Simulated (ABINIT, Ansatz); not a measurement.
# GaP (F-43m): third-order response, part 3 of 3

Wanted: vibrational spectra of GaP (F-43m) from linear and non-linear response.

ABINIT 10.8.3; DFT LDA, scalar-relativistic, plane waves, HGH norm-conserving pseudopotentials.

So far, gap on the k-mesh (eV): step 4 (the gap at rest) 1.45.

## Step 8: A second program

The same cell goes through another code, with its own cutoff. The potentials differ. Its k mesh is centred on Γ.

This step: DFT LDA, scalar-relativistic, plane waves, PseudoDojo norm-conserving pseudopotentials (Ansatz 0.2.0).

input.yaml

```yaml
crystal:
  lattice:
    - [-2.6601984634, 0.0, 2.6601984634]
    - [0.0, 2.6601984634, 2.6601984634]
    - [-2.6601984634, 2.6601984634, 0.0]
  atoms:
    - { symbol: Ga, position: [0.0, 0.0, 0.0] }
    - { symbol: P, position: [0.25, 0.25, 0.25] }
kpoints:
  mp_grid: { grid: [8, 8, 8] }
hamiltonian:
  xc: lda
  pseudopotentials: { kind: nc, accuracy: standard }
scf:
  occupations: { method: fixed }
output:
  eigenvalues: true
phonons:
  method: dfpt
  dielectric: true
  rigid_motions: translations
  raman: true
```

Run with:

```sh
$ ansatz run input.yaml --threads 2 --pin off --max-ram 4096MiB --backend cpu --events-out ev --progress --plain --runs-dir out
```

Output:

```text
Engine: ansatz 0.2.0, aarch64-unknown-linux-gnu
Pseudopotentials: kind: nc
Pseudopotential: Ga, nc, valence charge 13, recommended cutoff 1088.45545 eV (normal), Ga.nc.azcp (PseudoDojo's, or run here from an input of PseudoDojo's; its table is named by hamiltonian.pseudopotentials.accuracy)
Pseudopotential: P, nc, valence charge 5, recommended cutoff 653.07327 eV (normal), P.nc.azcp (PseudoDojo's, or run here from an input of PseudoDojo's; its table is named by hamiltonian.pseudopotentials.accuracy)
Functional definition: SPW92
  exchange = slater_x
  correlation = pw_c
Crystal: 2 atoms, lattice volume = 37.651 Å³
Basis set: ecut = 1088.45545 eV, 3119 PW (Γ), exchange–correlation on 90×90×90 points (8 copies of the dense FFT grid, shifted against one another)
Bands: 13, of which v1, the nominal top of the filled ones, is band 9 counted from 1 (8 counted from 0)
Symmetry: 24 space group operations
k-points: 95 of 512 (irreducible under 4 space group operations, time reversal used)
Non-local potential: Ga, projectors of the file, l = 0: 2, l = 1: 2, l = 2: 2
Non-local potential: P, projectors of the file, l = 0: 2, l = 1: 2, l = 2: 2
Initial density: superposition of atomic densities (chi_scale 0.1, normalization cell, long waves kept (reshape's long-wave potential 0.00 eV rms))
Initial wavefunctions: pseudopotential atomic-orbital guess
Functional: x = slater, c = lda
SCF iter   1: F=—  HF=-2268.250927 eV  |F-HF|=—  |Δ(HF+E_count)|=         —  Δρ=4.19e-2  dr2=6.83e-1  ethr=3.10e-3  ⟨swp⟩=5.1  Hψ=6534  notcnv=0  defer=167
preconditioner: auto → none  [insulator: Δε(μ)=1.830 eV  Ē_g=15.693 eV  n_scr=14 (ndim 8)  ℏωp=25.7 eV  f_vac=0.000  ε∞_Penn≈3.7]
SCF iter   2: F=—  HF=-2268.054160 eV  |F-HF|=—  |Δ(HF+E_count)|=   1.97e-1  Δρ=1.79e-2  dr2=8.18e-2  ethr=3.10e-3  ⟨swp⟩=2.5  Hψ=2299  notcnv=0  defer=183
SCF iter   3: F=—  HF=-2268.035696 eV  |F-HF|=—  |Δ(HF+E_count)|=   1.85e-2  Δρ=4.84e-3  dr2=6.72e-3  ethr=4.54e-4  ⟨swp⟩=2.9  Hψ=1776  notcnv=0  defer=176
SCF iter   4: F=—  HF=-2268.034052 eV  |F-HF|=—  |Δ(HF+E_count)|=   1.64e-3  Δρ=8.85e-4  dr2=9.97e-5  ethr=3.73e-5  ⟨swp⟩=2.5  Hψ=1884  notcnv=0  defer=180
SCF iter   5: F=—  HF=-2268.034055 eV  |F-HF|=—  |Δ(HF+E_count)|=   3.11e-6  Δρ=8.39e-5  dr2=7.60e-7  ethr=5.54e-7  ⟨swp⟩=2.5  Hψ=2152  notcnv=0  defer=180
SCF iter   6: F=—  HF=-2268.034105 eV  |F-HF|=—  |Δ(HF+E_count)|=   4.95e-5  Δρ=1.40e-5  dr2=1.55e-8  ethr=4.22e-9  ⟨swp⟩=1.5  Hψ=1413  notcnv=0  defer=51
SCF iter   7: F=—  HF=-2268.034105 eV  |F-HF|=—  |Δ(HF+E_count)|=   5.86e-9  Δρ=1.93e-6  dr2=5.21e-10  ethr=8.62e-11  ⟨swp⟩=2.5  Hψ=2021  notcnv=0  defer=51
SCF iter   8: F=-2268.034105 eV  HF=-2268.034105 eV  |F-HF|=6.37e-11  |Δ(HF+E_count)|=  1.95e-10  Δρ=6.96e-7  dr2=7.33e-11  ethr=1.00e-12  ⟨swp⟩=9.1  Hψ=8861  notcnv=0
SCF 1 converged in 8 iterations: F = -2268.034105 eV  dr2 = 7.33e-11
DFPT response loops at Γ: preconditioner auto → none (the input reference at scf.mixing.eps_inf says where Resta's filter doesn't serve); β = 0.50; Broyden in place of MSR1
── the response to a field inside a basis, on 8×8×8 k-points: an SCF that follows is theirs, and a resumed run solves both again ──
Bands: 10, of which v1, the nominal top of the filled ones, is band 9 counted from 1 (8 counted from 0)
k-points: 60
Initial density: handed on by an earlier stage of this run
Initial wavefunctions: pseudopotential atomic-orbital guess (no wavefunctions were taken with the density)
Eigensolver: Dense (60 Hₖ)
SCF iter   1: F=—  HF=-2268.033793 eV  |F-HF|=—  |Δ(HF+E_count)|=         —  Δρ=1.34e-4  dr2=5.22e-6  ethr=1.00e-1
preconditioner: auto → none  [insulator: Δε(μ)=1.471 eV  Ē_g=13.426 eV  n_scr=14 (ndim 8)  ℏωp=25.7 eV  f_vac=0.001  ε∞_Penn≈4.7]
SCF iter   2: F=—  HF=-2268.033792 eV  |F-HF|=—  |Δ(HF+E_count)|=   1.35e-6  Δρ=5.71e-5  dr2=3.31e-7  ethr=2.90e-8
SCF iter   3: F=—  HF=-2268.033792 eV  |F-HF|=—  |Δ(HF+E_count)|=   1.15e-8  Δρ=2.22e-5  dr2=4.43e-8  ethr=1.84e-9
SCF iter   4: F=—  HF=-2268.033792 eV  |F-HF|=—  |Δ(HF+E_count)|=   9.71e-9  Δρ=4.24e-6  dr2=1.25e-9  ethr=2.46e-10
SCF iter   5: F=-2268.033792 eV  HF=-2268.033792 eV  |F-HF|=5.46e-12  |Δ(HF+E_count)|=  2.89e-10  Δρ=4.80e-7  dr2=1.91e-11  ethr=6.96e-12
SCF 1 converged in 5 iterations: F = -2268.033792 eV  dr2 = 1.91e-11
DFPT response loops at Γ: mixed as the last ones told, above
DFPT response loops at Γ: mixed as the last ones told, above
WARN: field response: ε∞ stands inside a basis, on 8×8×8 points; the force constants stand on the 8×8×8 k-mesh, whose period is 11.09 times the interband length at k = (0.0000, 0.0000, 0.0000), direct gap 2.211 eV, under 14: take them and everything formed from them as unconverged, and compare with a denser kpoints.mp_grid
SCF converged after 8 iterations
Free energy (F): -2268.034105 eV
Harris-Foulkes:  -2268.034105 eV  (|F-HF|=6.37e-11)
Internal energy: -2268.034105 eV  (E = F + TS)
E sigma→0 (E₀):  -2268.034105 eV
Fermi energy:    8.346190 eV
--- Per-component energies (eV) ---
  E_band       = -40.848527
  E_kinetic    = 1771.542075
  E_local      = -1766.682293  (includes V_loc(G=0)·N_el)
  E_nonlocal   = -1004.268351
  E_hartree    = 693.110826
  E_xc         = -616.992472
  E_vxc        = -427.661962  (∫ρ·V_xc dr)
  E_ewald      = -1344.743891
  E_smearing   = -0.000000  (= −TS)
  E_closure    = 0.000000  (closes the sum)
  Σ components = -2268.034105   (vs F -2268.034105, Δ=0.00e0)
--- Band table (eV; the first three rows and the last of 95) ---
  k-point 0: bands = [... 5 lower, -4.7406, 8.3462, 8.3462, 8.3462, 10.5571, 12.1194, 12.1194, 12.1194]
  k-point 1: bands = [... 5 lower, -4.5179, 6.6517, 8.0842, 8.0842, 11.0107, 12.5055, 12.5055, 12.8764]
  k-point 2: bands = [... 5 lower, -3.8859, 4.2411, 7.6033, 7.6033, 10.5866, 13.0375, 13.0375, 14.9092]
  k-point 94: bands = [... 5 lower, -1.3944, 1.1443, 5.3789, 5.3789, 9.7039, 9.9548, 19.3183, 19.3183]
--- Phonons (Γ-DFPT): 2 representative perturbations + reference, on 95 of 512 k-points (Σ response iterations 6) ---
  k mesh reduced under 4 symmetry operations, with k and −k counted as one. Each operation leaves every solved perturbation unchanged. A smaller set is not considered because the run solves the response to a homogeneous field
  ASR residual: 1.175e-3 → 0.000e0 eV/Å²; symmetrization residual: 2.465e-6 eV/Å²
  ASR residual per site (eV/Å²): 1.17e-3 4.75e-6
  Γ frequencies (cm⁻¹): 0.00 0.00 0.00 382.31 382.31 382.31
  ε∞ (high-frequency dielectric tensor):
       10.431216    -0.000000     0.000000
       -0.000000    10.431216     0.000000
        0.000000     0.000000    10.431216
  ε⁰ (static dielectric tensor: ions relaxed, cell fixed):
       12.072680    -0.000000     0.000000
       -0.000000    12.072680     0.000000
        0.000000     0.000000    12.072680
  ε⁰ − ε∞ (ionic part):
        1.641464     0.000000     0.000000
        0.000000     1.641464     0.000000
        0.000000     0.000000     1.641464
  softest optical mode at Γ: 382.31 cm⁻¹; the repairs (sum rule, projections) moved no ω² at Γ by more than (2.17 cm⁻¹)²
  Born effective charges Z* (e; rows j = field, columns β = displacement):
    site 0:
         1.98418    0.00000    0.00000
        -0.00000    1.98418    0.00000
         0.00000    0.00000    1.98418
    site 1:
        -1.98418   -0.00000   -0.00000
         0.00000   -1.98418   -0.00000
        -0.00000   -0.00000   -1.98418
  Z* charge neutrality: 7.693e-4 e pre-enforcement
  solved inside a basis spanned on kpoints, on 8×8×8 k-points transformed towards the longest dipole: ε∞ is read to err by 3.4e-2, Z* by 1.5e-2 e (field_mesh: kpoints solves on kpoints); Z* is corrected for what the basis lacks
  Raman tensors (in the event stream and the table raman_tensors.tsv): an entry may err by 2.2e-2 Å², one of the second-order susceptibility by 2.1e-1 pm/V (basis, points and sum rule); their sum over the sites missed zero by 6.823e-6 Å² ahead of its enforcement
  optical modes at Γ without the LO–TO term, one row a degenerate level:
      ω (cm⁻¹)  modes    IR ((D/Å)²/amu)  static Raman (Å⁴/amu)  depolarisation
        382.31      3            12.7055               206.6393           0.750
  optical modes at Γ + LO–TO along q̂ = [1.0000, 0.0000, 0.0000]:
      ω (cm⁻¹)  modes    IR ((D/Å)²/amu)  static Raman (Å⁴/amu)  depolarisation
        382.31      2             8.4703               137.7596           0.750
        411.29      1             4.2352               156.7760           0.750
  optical modes at Γ + LO–TO along q̂ = [0.0000, 1.0000, 0.0000]:
      ω (cm⁻¹)  modes    IR ((D/Å)²/amu)  static Raman (Å⁴/amu)  depolarisation
        382.31      2             8.4703               137.7596           0.750
        411.29      1             4.2352               156.7760           0.750
  optical modes at Γ + LO–TO along q̂ = [0.0000, 0.0000, 1.0000]:
      ω (cm⁻¹)  modes    IR ((D/Å)²/amu)  static Raman (Å⁴/amu)  depolarisation
        382.31      2             8.4703               137.7596           0.750
        411.29      1             4.2352               156.7760           0.750
```

Wall time 5.2 min (2 threads of Arm Neoverse N1, shared host); peak memory 0.88 GiB.

Numbers from this step:

| Property | Result |
| --- | --- |
| gap on the k-mesh | 1.358 eV |
| sum-rule residual before enforcement | 0.001175 eV/Å² |
| miss of the charge sum rule | 7.69e-4 e |
| estimated error of the dielectric tensor | 0.03388 |
| estimated error of the Born charges | 0.01472 e |
| highest optical zone-centre mode (no LO-TO term) | 382.3 cm⁻¹ |
| lowest optical zone-centre mode | 382.3 cm⁻¹ |
| mean high-frequency dielectric constant | 10.43 |
| largest Born charge in size (third of the trace) | 1.984 e |
| mean static dielectric constant | 12.07 |
| highest mode moved by the LO-TO term | 411.3 cm⁻¹ |

Transverse modes. Lines of the infrared spectrum (strongest = 100):

```tsv
position (cm⁻¹)	label	IR intensity ((D/Å)²/amu), degenerate modes summed, relative
382	T2	100
```

Activity x (w_L - w)^4 (n + 1)/w, 532 nm, 300 K. Raman lines, with heights relative to the strongest:

```tsv
position (cm⁻¹)	label	Stokes intensity, strongest 100
382	T2	100
```

The log warns that the force constants on this k mesh are to be taken as unconverged.

## Step 9: The two compared: ABINIT HGH and Ansatz, PseudoDojo

Worked out from the results:

| Quantity | Value |
| --- | --- |
| root-mean-square difference | 12.9 cm⁻¹ |
| largest difference | 12.9 cm⁻¹ |

Optical modes, paired by symmetry label. Frequencies side by side, by row:

```tsv
q (reciprocal lattice)	mode	ABINIT HGH (cm⁻¹)	Ansatz, PseudoDojo (cm⁻¹)
0 0 0	4	369.4	382.3
0 0 0	5	369.4	382.3
0 0 0	6	369.4	382.3
```

The two runs side by side. Further quantities:

```tsv
quantity	ABINIT HGH	Ansatz, PseudoDojo
mean ε∞	9.942	10.43
largest Born charge in size (e; the first before, the second after the charge sum rule)	2.025	1.984
summed IR intensity ((D/Å)²/amu)	13.19	12.71
summed Raman activity (Å⁴/amu)	229.3	206.6
```

At the zone centre the largest difference (acoustic modes at Γ apart) is 3 % of the highest mode; the summed Raman activity differs by 11 %.

## Step 10: Outcome

```
space group after relaxation                                           : F-43m
volume per atom                                                        : 18.8 Å³
highest optical zone-centre mode (no LO-TO term)                       : 369.4 cm⁻¹
highest mode moved by the LO-TO term                                   : 401.9 cm⁻¹
mean high-frequency dielectric constant                                : 9.94
largest Born charge in size (third of the trace)                       : 2.03 e
mean static dielectric constant                                        : 11.8
imaginary optical modes at the zone centre (no q mesh in this session) : none
largest difference from Ansatz, PseudoDojo                             : 12.9 cm⁻¹
```

In words: The largest Raman activity of GaP (F-43m) lies at 369 cm⁻¹ and the strongest infrared line at 369 cm⁻¹ (transverse modes). At the LDA level the optical modes of GaP (F-43m) at the zone centre (no LO-TO term) lie at 369 cm⁻¹. Along the directions run, the highest mode that the macroscopic field moves lies at 402 cm⁻¹. Lattice motion raises the mean dielectric constant from 9.942 to 11.77. The Raman intensities rest on static tensors of the transverse modes; green light lies near or above this gap, where resonance changes them. The Born charge of Ga is 2.019 e against a formal charge of +3: moving the atom carries less polarisation than a rigid ion would, as is usual in tetrahedral, largely covalent crystals. The Lyddane-Sachs-Teller relation holds: (ωLO/ωTO)² is 1.18 and ε₀/ε∞ is 1.18. ABINIT HGH and Ansatz, PseudoDojo differ by 12.9 cm⁻¹ in the root mean square and by 12.9 cm⁻¹ at most, 3.5 % of the highest mode compared (acoustic modes at Γ left out); the two use different potentials, and the cell was not relaxed for the second set. The mean ε∞ is 9.942 against 10.43, and the potentials differ. These are harmonic frequencies at zero temperature: anharmonic shifts and linewidths and thermal expansion are left out. The HGH files keep few electrons and have no core correction, which is cheap but rough for Ga. Ansatz's log warns that force constants on this k mesh are to be taken as unconverged.

Calculation against experiment:

| quantity | measured | LDA norm-conserving, ABINIT |
| --- | --- | --- |
| static dielectric constant (mean of the tensor) | 11.147 | 11.77 (+5.6 %) |
| Raman mode, TO at Gamma (cm⁻¹) | 367.3 | 369 (+0.6 %) |
| infrared mode, TO at Gamma (cm⁻¹) | 366.3 | 369 (+0.8 %) |

Measured values from arxiv:2105.06662 (2021).

**Verdict.** The static dielectric constant is off by +5.6 %: good agreement. The Raman mode is off by +0.6 %: good agreement. The infrared mode is off by +0.8 %: good agreement. The grades are ours: good and fair within 10 and 25 % for the static dielectric constant, 3 and 7 % for the Raman mode and 3 and 7 % for the infrared mode. Zero-point motion and thermal expansion (measured at up to 300 K) are not in the computed static dielectric constant, Raman mode and infrared mode. Limits of convergence are named above.

[Host names and launcher messages were left out of these logs when they were recorded.]

[Logs are printed without paths, hosts, clocks, repeated set-up lines and the standing remarks that a program may print on its own settings, such as how far it seeks lower states.]

[Hosts, paths, dates, database ids (printed as entryN), source tags and the programs' standing remarks are cut or masked in the printed files.]
